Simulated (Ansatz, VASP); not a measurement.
# Cross-check of SrICl (1T-SrClI, 1 layer) between VASP and Ansatz, part 2 of 2

Aim: how closely do two programs agree when they are given the same cell, functional and k mesh? Of the first pair: The structure shown is the start of the Ansatz relaxation below; VASP solves that cell, so the two are compared at the walk's first step.

VASP 6.6.1 and Ansatz 0.2.0.

So far: Set-up; Ansatz: relaxation, PBE; VASP: single point, PBE, start cell, pair 1.

## Step 4: Comparison

Known differences besides the potentials themselves: the data sets hold 34 valence electrons in Ansatz (on its default PAW (the set named soft_2) files) and 24 in VASP; the cutoff is 420 eV in Ansatz and 400 eV in VASP. Total energies have different zeros and are not compared.

Forces (eV/Å; atoms numbered as in POSCAR):

| atom | Ansatz x, y, z | VASP x, y, z |
| --- | --- | --- |
| I1 | 0.000, 0.000, 0.255 | 0.000, 0.000, 0.236 |
| Sr2 | 0.000, 0.000, -0.152 | 0.000, 0.000, -0.155 |
| Cl3 | 0.000, 0.000, -0.103 | 0.000, 0.000, -0.081 |

The forces differ by 10 meV/Å r.m.s., which is 10.2 % of the r.m.s. force of 0.098 eV/Å (both taken over all components). With vacuum in the cell, a pressure given here is an average over mostly empty space and none of the material.

## Step 5: Ansatz: relaxation, PBE

This run makes the geometry at which the two programs are then compared.

The structure compared here is the end of the Ansatz relaxation.

input.yaml

```yaml
crystal:
  lattice:
    - [4.265215, 0.0, 0.0]
    - [-2.1326075, 3.6937845426, 0.0]
    - [0.0, 0.0, 18.6574781035]
  atoms:
    - { symbol: I, position: [0.6666666667, 0.3333333333, 0.4019835885] }
    - { symbol: Sr, position: [0.0, 0.0, 0.5166864945] }
    - { symbol: Cl, position: [0.3333333333, 0.6666666667, 0.5980164115] }
kpoints:
  mp_grid: { grid: [6, 6, 1] }
hamiltonian:
  xc: pbe
scf:
  occupations: { method: fermi_dirac, width: 0.05 }
  convergence: { dr2_threshold: 1.0e-08 }
efield:
  axis: 3
  dipole_correction: true
  ramp_position: 0.97
  ramp_width: 0.04
relax:
  f_tol: 0.01
  cell: { fix: [c, alpha, beta] }
output:
  write_potential: true
  write_density: true
  volumetric_format: npy
```

Run with:

```console
ansatz run input.yaml --threads 2 --pin off --max-ram 4096MiB --backend cpu --events-out ev --progress --plain --runs-dir out
```

Numbers of over 12 decimals in the logs are rounded to 6 here.

What it wrote:

```text
[...]
Crystal: 3 atoms, lattice volume = 293.945 Å³
Basis set: ecut = 420 eV, 5745 PW (Γ), exchange–correlation on 60×60×250 points (8 copies of the dense FFT grid, shifted against one another)
[...]
--- Relaxed structure (5 steps of the walk, 5 accepted, 1 SCFs on fresh bases) ---
[...]
cell:  # Å, volume = 343.4802 Å³
    - [4.610617, 0, 0]
    - [-2.305309, 3.992912, 0]
    - [0, 0, 18.6574781035]
  atoms:
    - { symbol: I, position: [0.666667, 0.333333, 0.413820] }
    - { symbol: Sr, position: [0, 0, 0.516768] }
    - { symbol: Cl, position: [0.333333, 0.666667, 0.586099] }
[key lines of the parts left out:]
SCF converged after 6 iterations
Free energy (F): -12142.860483 eV
Fermi energy:    -1.119761 eV
Dipole field:    D = 0.038361 V/Å  (p = 0.072816 e·Å, saw-weighted, corrected)
Work function:   Φ+ = 4.0679 eV   Φ− = 4.7836 eV
P = ⅓ Tr σ = -0.0003 GPa (-0.003 kbar)
```

## Step 6: VASP: single point, PBE, relaxed cell, pair 2

The same cell, functional, mesh and smearing now go to VASP, with its own data sets.

INCAR

```
SYSTEM = SrICl
PREC = Accurate
ENCUT = 500
EDIFF = 1E-06
NELM = 120
ISMEAR = -1
SIGMA = 0.05
LREAL = .FALSE.
ALGO = Normal
GGA = PE
NBANDS = 18
LORBIT = 11
LWAVE = .FALSE.
LCHARG = .FALSE.
ISIF = 2
LDIPOL = .TRUE.
IDIPOL = 3
DIPOL = 0.5 0.5 0.506
LVHAR = .TRUE.
LASPH = .TRUE.
GGA_COMPAT = .FALSE.
EFERMI = MIDGAP
NELMDL = -8
```

POSCAR

```
SrICl
1.0
    4.6106172408      0.0000000000      0.0000000000
   -2.3053086204      3.9929116577      0.0000000000
    0.0000000000      0.0000000000     18.6574781035
I Sr Cl
1 1 1
Direct
    0.6666666667      0.3333333333      0.4138203202
    0.0000000000      1.0000000000      0.5167676567
    0.3333333334      0.6666666666      0.5860985176
```

KPOINTS

```
Automatic mesh
0
Gamma
6 6 1
0 0 0
```

Potentials, in the order of the species: I, Sr_sv and Cl (PBE family, release 64).

Run with:

```console
mpirun -np 1 vasp_std
```

What it wrote:

```text
[... set-up lines as in an earlier step ...]
 entering main loop
       N       E                     dE             d eps       ncg     rms          rms(c)
DAV:   1     0.195767731461E+03    0.19577E+03   -0.85859E+03   268   0.931E+02
DAV:   2     0.174417752092E+02   -0.17833E+03   -0.17532E+03   342   0.207E+02
DAV:   3    -0.104037412367E+02   -0.27846E+02   -0.27785E+02   376   0.808E+01
DAV:   4    -0.114334893622E+02   -0.10297E+01   -0.10281E+01   408   0.161E+01
[...]
DAV:  24    -0.112006283915E+02   -0.40201E-05   -0.12303E-07   286   0.106E-03    0.150E-04
DAV:  25    -0.112006302158E+02   -0.18243E-05   -0.50285E-08   270   0.659E-04    0.158E-04
DAV:  26    -0.112006307167E+02   -0.50092E-06   -0.99271E-09   288   0.318E-04
   1 F= -.11200631E+02 E0= -.11200631E+02  d E =-.165274E-19
```

Parts of OUTCAR (step 6):

```text
  Total        0.0527933      0.0527933      0.0209678      0.0000000      0.0000000      0.0000000
  in kB        0.2462567      0.2462567      0.0978053      0.0000000      0.0000000      0.0000000
  external PRESSURE =       0.1967729 kB  Pullay stress =       0.0000000 kB

 POSITION                                       TOTAL-FORCE (eV/Angst)
 -----------------------------------------------------------------------------------
      2.30531      1.33097      7.72084        -0.000000      0.000000     -0.009730
      0.00000      0.00000      9.64158        -0.000000     -0.000000     -0.006812
      0.00000      2.66194     10.93512         0.000000     -0.000000      0.016541
 -----------------------------------------------------------------------------------
    total drift:                               -0.000001      0.000000      0.000175

  FREE ENERGIE OF THE ION-ELECTRON SYSTEM (eV)
  ---------------------------------------------------
  free  energy   TOTEN  =       -11.2006307167 eV

  energy  without entropy=      -11.2006307167  energy(sigma->0) =      -11.20063072

[... 1 part as in an earlier step ...]

[... 2 further parts left out ...]
[key lines of the parts left out:]
E-fermi :  -2.0615
```

## Step 7: Differences

What differs besides the data sets and the points named for the pairs above, as far as they apply: the data sets hold 34 valence electrons in Ansatz (on its default PAW (the set named soft_2) files) and 24 in VASP; the cutoff is 420 eV in Ansatz and 500 eV in VASP; Ansatz's pressure holds a Pulay correction, VASP's none. Total energies have different zeros and are not compared.

Compared:

| quantity | Ansatz | VASP | difference |
| --- | --- | --- | --- |
| pressure (GPa) | 0.00 | 0.02 | -0.02 |
| gap on the k mesh (eV) | 4.367 | 4.363 | +0.004 |

At this near-relaxed geometry the largest component of a force difference is 16 meV/Å. A gap on the mesh is an upper bound, since the band edges may lie between its points. With vacuum in the cell, a pressure given here is an average over mostly empty space and none of the material.

## Step 8: Outcome

```
r.m.s. force difference (single point, PBE, start cell, pair 1)           : 10 meV/Å
difference in gap on the k mesh (single point, PBE, relaxed cell, pair 2) : 0.0043 eV
r.m.s. force difference (single point, PBE, relaxed cell, pair 2)         : 7.6 meV/Å
```

**Reading.** The r.m.s. force difference is 10 meV/Å (single point, PBE, start cell, pair 1), within the 12 meV/Å picked in this series as the mark of a large difference. The data sets hold unlike numbers of valence electrons (34 in Ansatz and 24 in VASP), so part of the differences comes from the potentials. How closely two codes agree says nothing of how well the functional describes the real material.

[Lines on the potential files, build, host, timing and source positions are cut from VASP's logs without a mark.]

[Logs are printed without paths, hosts, clocks, repeated set-up lines and the standing remarks that a program may print on its own settings, such as how far it seeks lower states.]

[Hosts, paths, dates, database ids (printed as entryN), source tags and the programs' standing remarks are cut or masked in the printed files.]
